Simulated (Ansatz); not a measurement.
**TiNi in Ansatz: the effect of functional**

The system is TiNi.

```
CELL_PARAMETERS angstrom
2.77180 0.00000 0.00000
0.00000 2.77180 0.00000
0.00000 0.00000 3.62854
ATOMIC_POSITIONS crystal
Ni 0.00000 0.00000 0.00000
Ti 0.50000 0.50000 0.50000
```

The cell comes from a database or a generator and needn't be the stable form of this composition.

The cell isn't the ideal one: volume scaled by 1.04.

Alike in all runs:

| Quantity | Value |
| --- | --- |
| Program | Ansatz 0.2.0 |
| Task | single point |
| Potentials or basis | Ansatz PAW |
| k mesh | 10 × 10 × 8 |
| Occupations | fermi-dirac, width 0.05 eV |
| Spin | collinear spin, ferromagnetic start |
| Starting moments | [1.0, 1.0] μB |

| functional | cutoff | pressure (GPa) | moment (μB) |
| --- | --- | --- | --- |
| LDA | 420 eV (not typed: the program's choice for these potentials) | ? | ? |
| PBEsol | 420 eV (not typed: the program's choice for these potentials) | -11.5 | 0.00 |
| r2SCAN | 500 eV (not typed: the program's choice for these potentials) | -8.3 | 0.60 |

Problem. What does the run with functional LDA give?

Solution. Pressure -16.7 GPa; moment 0.00 μB.

Caveats: the PAW data sets come from PBE, with cores solved anew for the run's functional, which leaves a small shift of forces and pressure; the starting moments weren't kept (some runs); the magnetic or orbital state may not be the lowest (some runs).

Runs at the PBE level aren't shown here.
